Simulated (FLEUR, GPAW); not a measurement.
A GPAW input for a self-consistent single point of ZnTe (F-43m, 2 atoms in the cell) (DFT LDA (Perdew-Wang 92), plane waves, GPAW PAW datasets LDA (gpaw-data 1.0.1)):

```python
from ase import Atoms
from ase.units import GPa
from gpaw import GPAW

atoms = Atoms(['Zn', 'Te'],
              cell=[[0.000000, 3.035754, 3.035754],
                    [3.035754, 0.000000, 3.035754],
                    [3.035754, 3.035754, 0.000000]],
              positions=[[3.035754, 3.035754, 3.035754],
                         [1.517877, 1.517877, 1.517877]],
              pbc=True)

calc = GPAW(mode={'name': 'pw', 'ecut': 800},
            xc='LDA',
            kpts={'size': (6, 6, 6), 'gamma': True},
            occupations={'name': 'fermi-dirac', 'width': 0.0},
            nbands=-8,
            convergence={'density': 1e-05, 'bands': -6},
            symmetry={'symmorphic': False, 'tolerance': 0.0005},
            maxiter=120)

atoms.calc = calc

energy = atoms.get_potential_energy()
print('Energy (eV):', round(energy, 6))
forces = atoms.get_forces()
print('Forces (eV/Ang):')
print(forces.round(5))
stress = atoms.get_stress()
print('Stress (GPa, Voigt):', (stress / GPa).round(4))
```

### Question
Translate this input to FLEUR.

### Answer
This is the input that was run; spellings and numerical settings could be chosen otherwise.

Input of the input generator:

```
scf ZnTe
&input film=f /
-0.0000000000 0.7071067812 0.7071067812
0.7071067812 0.0000000000 0.7071067812
0.7071067812 0.7071067812 0.0000000000
8.1129806620
1.0 1.0 1.0

2
30 0.5000000000 0.5000000000 0.5000000000
52 0.2500000000 0.2500000000 0.2500000000

&comp jspins=1 /
&exco xctyp='pz' /
&kpt div1=6 div2=6 div3=6 gamma=t /
&end /
```

```xml
<?xml version="1.0" encoding="UTF-8" standalone="no"?>
<fleurInput fleurInputVersion="0.39">
   <comment>
      scf ZnTe                                                                                            
   </comment>
   <calculationSetup>
      <cutoffs Kmax="4.4" Gmax="17.6" GmaxXC="17.6" numbands="0"/>
      <scfLoop itmax="80" minDistance="0.00001" maxIterBroyd="15" imix="Anderson" alpha="0.05" precondParam="0.0" spinf="2.0"/>
      <coreElectrons ctail="T" frcor="F" kcrel="0" coretail_lmax="0"/>
      <xcFunctional name="pz" relativisticCorrections="F"/>
      <magnetism jspins="1"/>
      <soc l_soc="F" theta="0.0" phi="0.0" spav="F"/>
      <expertModes spex="0" secvar="F"/>
      <geometryOptimization l_f="T" forcealpha="1.0" forcemix="BFGS" epsdisp="0.00001" epsforce="0.00001"/>
      <ldaU l_linMix="F" mixParam="0.05" spinf="1.0"/>
   </calculationSetup>
   <cell>
      <bzIntegration valenceElectrons="28.0" mode="hist" fermiSmearingEnergy="0.0001">
         <kPointListSelection listName="default-1"/>
         <!-- k-points included here -->
         <xi:include xmlns:xi="http://www.w3.org/2001/XInclude" href="kpts.xml"> </xi:include>
      </bzIntegration>
      <!-- symmetry operations included here -->
      <xi:include xmlns:xi="http://www.w3.org/2001/XInclude" href="sym.xml"> </xi:include>
      <bulkLattice scale="1.0">
         <bravaisMatrix>
            <row-1>    0.0000000000000000     5.7367436418446651     5.7367436418446651</row-1>
            <row-2>    5.7367436418446651     0.0000000000000000     5.7367436418446651</row-2>
            <row-3>    5.7367436418446651     5.7367436418446651     0.0000000000000000</row-3>
         </bravaisMatrix>
      </bulkLattice>
   </cell>
   <atomSpecies>
      <species name="Zinc (Zn)" element="Zn" atomicNumber="30">
         <mtSphere radius="2.27" gridPoints="801" logIncrement="0.015"/>
         <atomicCutoffs lmax="10" lnonsphr="8"/>
         <electronConfig flipSpins="F">
            <coreConfig>(1s1/2) (2s1/2) (2p1/2) (2p3/2) (3s1/2) (3p1/2) (3p3/2)</coreConfig>
            <valenceConfig>(4s1/2) (3d3/2) (3d5/2)</valenceConfig>
         </electronConfig>
         <energyParameters s="4" p="4" d="3" f="4"/>
         <lo type="HELO" l="2" n="4" eDeriv="0"/>
      </species>
      <species name="Tellurium (Te)" element="Te" atomicNumber="52">
         <mtSphere radius="2.27" gridPoints="801" logIncrement="0.016"/>
         <atomicCutoffs lmax="10" lnonsphr="8"/>
         <electronConfig flipSpins="F">
            <coreConfig>(1s1/2) (2s1/2) (2p1/2) (2p3/2) (3s1/2) (3p1/2) (3p3/2) (4s1/2) (3d3/2) (3d5/2) (4p1/2) (4p3/2)</coreConfig>
            <valenceConfig>(5s1/2) (4d3/2) (4d5/2) (5p1/2) (5p3/2)</valenceConfig>
            <stateOccupation state="(5p1/2)" spinUp="0.6666666666667" spinDown="0.6666666666667"/>
            <stateOccupation state="(5p3/2)" spinUp="1.3333333333333" spinDown="1.3333333333333"/>
         </electronConfig>
         <energyParameters s="5" p="5" d="5" f="4"/>
         <lo type="SCLO" l="2" n="4" eDeriv="0"/>
      </species>
   </atomSpecies>
   <atomGroups>
      <atomGroup species="Zinc (Zn)">
         <relPos label="                   1">1.000/2.000 1.000/2.000 1.000/2.000</relPos>
         <force calculate="T" relaxXYZ="TTT"/>
      </atomGroup>
      <atomGroup species="Tellurium (Te)">
         <relPos label="                   2">1.000/4.000 1.000/4.000 1.000/4.000</relPos>
         <force calculate="T" relaxXYZ="TTT"/>
      </atomGroup>
   </atomGroups>
   <output dos="F" band="F" slice="F">
      <checks vchk="F" cdinf="F"/>
      <bandDOS minEnergy="-.5*Htr" maxEnergy="0.5*Htr" sigma="0.015" storeEVData="T"/>
      <vacuumDOS vacdos="F" integ="F" star="F" nstars="0" locx1="0.0" locy1="0.0" locx2="0.0" locy2="0.0" nstm="0" tworkf="0.0"/>
      <unfoldingBand unfoldBand="F" supercellX="1" supercellY="1" supercellZ="1"/>
      <plotting iplot="0" polar="F">
         <plot TwoD="T" vec1="  1.0  0.0  0.0" vec2="  0.0  1.0  0.0" vec3="  0.0  0.0  1.0" zero="  0.0  0.0  0.0" file="plot"/>
      </plotting>
      <chargeDensitySlicing numkpt="0" minEigenval="0.0" maxEigenval="0.0" nnne="0" pallst="F"/>
      <specialOutput eonly="F"/>
      <magneticCircularDichroism mcd="F" energyLo="-10.0" energyUp="0.0"/>
   </output>
  <!-- We include the file relax.xml here to enable relaxations (see documentation) -->
  <xi:include xmlns:xi="http://www.w3.org/2001/XInclude" href="relax.xml"> <xi:fallback/> </xi:include>
</fleurInput>
```

Basis settings and potentials, where a program has them, do not carry over. This input uses DFT, LDA (Perdew-Zunger), all-electron FLAPW (FLEUR), scalar-relativistic valence. LDA parametrisations can differ slightly between programs. Both were run: gap on the mesh 1.101 eV in GPAW and 1.090 in FLEUR.

On FLEUR: the starting cell comes from a database of computed structures (which also holds hypothetical and non-ambient phases and stackings), without a prior relaxation at this level. Its lattice was rescaled by a random factor within 2.5 % of one. Spin-orbit coupling is off. Values depend on the basis (sphere radii, cutoffs, local orbitals), which need not be converged.

On GPAW: the starting cell comes from a database of computed structures (which also holds hypothetical and non-ambient phases and stackings), without a prior relaxation at this level. Its lattice was rescaled by a random factor within 2.5 % of one. Spin-orbit coupling is off.
